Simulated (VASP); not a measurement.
# Li (Pm-3m) in VASP: reference runs

Aim: a first look at Li with PBE, on the cell as given.

Program: VASP 6.6.1. These are calculated values, not measurements. Logs are shortened: lines on timing, memory, paths and dates and some standing lists are left out, and cuts for length are marked.

### 1 The crystal as given

Symmetry: Pm-3m, No. 221, cubic system. The conventional cell has a = 2.732 Å, b = 2.732 Å, c = 2.732 Å, α = 90.00°, β = 90.00°, γ = 90.00°. Li (site symmetry m-3m) is surrounded by 6 Li at 2.73 Å.

The cell was built by a generator and needn't be a form met in nature.

### 2 Single point, PBE

INCAR reads:

```
ALGO = Normal
EDIFF = 1E-7
ENCUT = 520
GGA = PE
ISIF = 2
ISMEAR = -1
LASPH = T
LCHARG = F
LREAL = F
LWAVE = F
NBANDS = 8
NELM = 80
PREC = Accurate
SIGMA = 0.05
```

KPOINTS reads:

```
k-points
0
Gamma
  10 10 10
```

POSCAR reads:

```
Li
1.0
    2.7322700000      0.0000000000      0.0000000000
    0.0000000000      2.7322700000      0.0000000000
    0.0000000000      0.0000000000      2.7322700000
Li
1
Direct
    0.5000000000      0.5000000000      0.5000000000
```

Potentials or basis: VASP PAW PBE potentials, release 64 (Li_sv).

Launch:

```sh
$ cat potpaw_PBE.64/Li_sv/POTCAR > POTCAR
$ mpirun -np 1 vasp_std > vasp.out
```

OUTCAR:

```text
EDIFF = 1E-7
   ENCUT = 520
   GGA = PE
   ISIF = 2
   ISMEAR = -1
   LASPH = T
   LREAL = F
   NELM = 80
   PREC = Accurate

 ion  position               nearest neighbor table
   1  0.500  0.500  0.500-

  LATTYP: Found a simple cubic cell.
 ALAT       =     2.7322700000

  Lattice vectors:

 A1 = (   2.7322700000,   0.0000000000,   0.0000000000)
 A2 = (   0.0000000000,   2.7322700000,   0.0000000000)
 A3 = (   0.0000000000,   0.0000000000,   2.7322700000)

Analysis of symmetry for initial positions (statically):
=====================================================================
 Subroutine PRICEL returns:
 Original cell was already a primitive cell.

 Routine SETGRP: Setting up the symmetry group for a
 simple cubic supercell.

 Subroutine GETGRP returns: Found 48 space group operations
 (whereof 48 operations were pure point group operations)
 out of a pool of 48 trial point group operations.

The static configuration has the point symmetry O_h .

Analysis of symmetry for dynamics (positions and initial velocities):
=====================================================================
 Subroutine PRICEL returns:
 Original cell was already a primitive cell.

 Routine SETGRP: Setting up the symmetry group for a
 simple cubic supercell.

 Subroutine GETGRP returns: Found 48 space group operations
 (whereof 48 operations were pure point group operations)
 out of a pool of 48 trial point group operations.

The dynamic configuration has the point symmetry O_h .

 Subroutine INISYM returns: Found 48 space group operations
 (whereof 48 operations are pure point group operations),
 and found     1 'primitive' translations

----------------------------------------------------------------------------------------

                                     Primitive cell

  volume of cell :      20.3972

  direct lattice vectors                    reciprocal lattice vectors
     2.732270000  0.000000000  0.000000000     0.365996040  0.000000000  0.000000000
     0.000000000  2.732270000  0.000000000     0.000000000  0.365996040  0.000000000
     0.000000000  0.000000000  2.732270000     0.000000000  0.000000000  0.365996040

  length of vectors
     2.732270000  2.732270000  2.732270000     0.365996040  0.365996040  0.365996040

  position of ions in fractional coordinates (direct lattice)
     0.500000000  0.500000000  0.500000000

  ion indices of the primitive-cell ions
   primitive index   ion index
                 1           1

----------------------------------------------------------------------------------------

 KPOINTS: k-points

Automatic generation of k-mesh.
 Grid dimensions read from file:
 generate k-points for:   10   10   10

 Generating k-lattice:

  Cartesian coordinates                     Fractional coordinates (reciprocal lattice)
     0.036599604  0.000000000  0.000000000     0.100000000  0.000000000  0.000000000
     0.000000000  0.036599604  0.000000000     0.000000000  0.100000000  0.000000000
     0.000000000  0.000000000  0.036599604     0.000000000  0.000000000  0.100000000

  Length of vectors
     0.036599604  0.036599604  0.036599604

  Shift w.r.t. Gamma in fractional coordinates (k-lattice)
     0.000000000  0.000000000  0.000000000

 Subroutine IBZKPT returns following result:
 ===========================================

 Found     56 irreducible k-points:

 Following reciprocal coordinates:
            Coordinates               Weight
  0.000000  0.000000  0.000000      1.000000
  0.100000  0.000000  0.000000      6.000000
  0.200000  0.000000  0.000000      6.000000
  0.300000  0.000000  0.000000      6.000000
  0.400000  0.000000  0.000000      6.000000
  0.500000  0.000000  0.000000      3.000000
[... 16 lines left out ...]
  0.200000  0.100000  0.100000     24.000000
  0.300000  0.100000  0.100000     24.000000
 [... further k-points ...]
   k-points           NKPTS =     56   k-points in BZ     NKDIM =     56   number of bands    NBANDS=      8
   number of dos      NEDOS =    301   number of ions     NIONS =      1
   total plane-waves  NPLWV =   8000
   dimension x,y,z NGX =    20 NGY =   20 NGZ =   20
   dimension x,y,z NGXF=    40 NGYF=   40 NGZF=   40
   ions per type =               1
   NGX,Y,Z   is equivalent  to a cutoff of  12.17, 12.17, 12.17 a.u.
   NGXF,Y,Z  is equivalent  to a cutoff of  24.34, 24.34, 24.34 a.u.
 SYSTEM =  unknown system
   PREC   = accura    normal or accurate (medium, high low for compatibility)
   ISTART =      0    job   : 0-new  1-cont  2-samecut
   ICHARG =      2    charge: 1-file 2-atom 10-const
   ISPIN  =      1    spin polarized calculation?
   LNONCOLLINEAR =      F non collinear calculations
   LSORBIT =      F    spin-orbit coupling
   LASPH  =      T    aspherical Exc in radial PAW
   ENCUT  =  520.0 eV  38.22 Ry    6.18 a.u.   5.08  5.08  5.08*2*pi/ulx,y,z
   NELM   =     80;   NELMIN=  2; NELMDL= -5     # of ELM steps
   EDIFF  = 0.1E-06   stopping-criterion for ELM
   LREAL  =      F    real-space projection
   EDIFFG = 0.1E-05   stopping-criterion for IOM
   NSW    =      0    number of steps for IOM
   IBRION =     -1    ionic relax: 0-MD 1-quasi-New 2-CG
   NFREE  =      0    steps in history (QN), initial steepest desc. (CG)
   ISIF   =      2    stress and relaxation
   ISYM   =      2    0-nonsym 1-usesym 2-fastsym
   POTIM  = 0.5000    time-step for ionic-motion
   TEBEG  =    0.0;   TEEND  =   0.0 temperature during run
   PSTRESS=    0.0 pullay stress
   NELECT =       3.0000    total number of electrons
   NUPDOWN=      -1.0000    fix difference up-down
   EMIN   =  10.00;   EMAX   =-10.00  energy-range for DOS
   EFERMI =   0.00;   METHOD = LEGACY
   ISMEAR =    -1;   SIGMA  =   0.05  broadening in eV -4-tet -1-fermi 0-gaus
   EFERMI_NEDOS =   21; number of points for ismear=-14 and -15
   IALGO  =     38    algorithm
   IMIX   =      4    mixing-type and parameters
     AMIX     =   0.40;   BMIX     =  1.00
     AMIX_MAG =   1.60;   BMIX_MAG =  1.00
  volume/ion in A,a.u.               =      20.40       137.65
  Fermi-wavevector in a.u.,A,eV,Ry     =   0.864155  1.633016 10.160339  0.746764
  Thomas-Fermi vector in A             =   1.982210
   LORBIT       =      0    0 simple, 1 ext, 2 COOP (PROOUT), +10 PAW based schemes
   GGA     = PE    functional components
   LHFCALC =     F    Hartree Fock is set to
   AEXX    =    0.0000 exact exchange contribution
   IVDW    =     0    specifies the selected vdW correction
   LEPSILON=     F    determine dielectric tensor
   LRPA    =     F    only Hartree local field effects (RPA)
 non-spin polarized calculation
  energy-cutoff  :      520.00
  volume of cell :       20.40
 maximum number of plane-waves:       560
   NGX = 11   NGY = 11   NGZ = 11

 number of electron       3.0000009 magnetization

 Free energy of the ion-electron system (eV)
  ---------------------------------------------------
  ext. energy  EPLUGINS =         0.00000000
  ---------------------------------------------------
  free energy    TOTEN  =        -1.78869022 eV

  energy without entropy =       -1.78552873  energy(sigma->0) =       -1.78710947

 E-fermi :   0.6350     XC(G=0):  -7.0265

 val. band max:        0.4816667168   @ k =   0.3000   0.3000   0.2000
 cond. band min:       0.6428304372   @ k =   0.5000   0.2000   0.0000
 fundamental gap:      0.1611637204
 Fermi energy:         0.6350043615

 k-point     1 :       0.0000    0.0000    0.0000
  band No.  band energies     occupation
      1     -46.2134      2.00000
      2      -2.9105      2.00000
      3      12.5258      0.00000
      4      12.5258      0.00000
      5      12.5258      0.00000
      6      14.9094      0.00000
      7      14.9094      0.00000
      8      21.0717      0.00000

 k-point     2 :       0.1000    0.0000    0.0000
  band No.  band energies     occupation
      1     -46.2115      2.00000
      2      -2.7622      2.00000
      3      10.3981      0.00000
      4      12.7013      0.00000
      5      12.7013      0.00000
      6      15.1066      0.00000
      7      17.2217      0.00000
      8      21.0110      0.00000

 k-point     3 :       0.2000    0.0000    0.0000
  band No.  band energies     occupation
      1     -46.2062      2.00000
      2      -2.3208      2.00000
      3       7.7304      0.00000
      4      13.2162      0.00000
      5      13.2162      0.00000
      6      15.6959      0.00000
      7      19.3760      0.00000
      8      21.8850      0.00000

 k-point     4 :       0.3000    0.0000    0.0000
  band No.  band energies     occupation
      1     -46.1997      2.00000
      2      -1.6069      2.00000
      3       5.3842      0.00000
      4      14.0206      0.00000
      5      14.0206      0.00000
      6      16.6664      0.00000
      7      19.2646      0.00000
      8      23.4289      0.00000

 k-point     5 :       0.4000    0.0000    0.0000
  band No.  band energies     occupation
      1     -46.1944      2.00000
      2      -0.7105      2.00000
      3       3.5035      0.00000
      4      14.9463      0.00000
      5      14.9463      0.00000
      6      17.9644      0.00000
      7      18.8899      0.00000
      8      21.3616      0.00000
[... 177 lines left out ...]
 k-point    22 :       0.1000    0.1000    0.1000
  band No.  band energies     occupation
      1     -46.2075      2.00000
      2      -2.4610      2.00000
      3      10.1664      0.00000
      4      10.1664      0.00000
      5      12.5808      0.00000
      6      18.3791      0.00000
      7      18.3791      0.00000
      8      20.6080      0.00000

 k-point    23 :       0.2000    0.1000    0.1000
  band No.  band energies     occupation
      1     -46.2023      2.00000
      2      -2.0112      2.00000
      3       7.8222      0.00000
      4      10.7138      0.00000
      5      12.9083      0.00000
      6      18.8966      0.00000
      7      19.6165      0.00000
      8      21.7521      0.00000

 k-point    24 :       0.3000    0.1000    0.1000
  band No.  band energies     occupation
      1     -46.1958      2.00000
      2      -1.2829      2.00000
      3       5.5659      0.00000
      4      11.5889      0.00000
      5      13.6193      0.00000
      6      18.4486      0.00000
      7      19.4643      0.00000
      8      20.9828      0.00000

 [... further k-points ...]

------------------------ aborting loop because EDIFF is reached ----------------------------------------

  FORCE on cell =-STRESS in cart. coord.  units (eV):
  Direction    XX          YY          ZZ          XY          YZ          ZX
  --------------------------------------------------------------------------------------
  -------------------------------------------------------------------------------------
  Total       -0.0070583     -0.0070583     -0.0070583     -0.0000000      0.0000000      0.0000000
  in kB       -0.5544230     -0.5544230     -0.5544230     -0.0000000      0.0000000      0.0000000
  external PRESSURE =      -0.5544230 kB  Pullay stress =       0.0000000 kB

 VOLUME and BASIS-vectors are now :
 -----------------------------------------------------------------------------
  energy-cutoff  :      520.00
  volume of cell :       20.40
      direct lattice vectors                 reciprocal lattice vectors
     2.732270000  0.000000000  0.000000000     0.365996040  0.000000000  0.000000000
     0.000000000  2.732270000  0.000000000     0.000000000  0.365996040  0.000000000
     0.000000000  0.000000000  2.732270000     0.000000000  0.000000000  0.365996040

 POSITION                                       TOTAL-FORCE (eV/Angst)
 -----------------------------------------------------------------------------------
      1.36614      1.36614      1.36614         0.000000      0.000000      0.000000
 -----------------------------------------------------------------------------------
    total drift:                               -0.000000      0.000000      0.000000

  FREE ENERGIE OF THE ION-ELECTRON SYSTEM (eV)
  ---------------------------------------------------
  free  energy   TOTEN  =        -1.7886902235 eV

  energy  without entropy=       -1.7855287260  energy(sigma->0) =       -1.78710947
```

It took 4 s on 1 thread of Intel Xeon Platinum 8488C (Sapphire Rapids), shared host; peak memory 0.11 GiB.

Results:

* Free energy: -1.7887 eV
* Band gap on the k mesh: none (metal or under the smearing width)

Caveat: the cutoff is under 1.25 times the usual one of these potentials, so pressure, stress and relaxed cells hold a basis-set (Pulay) error.
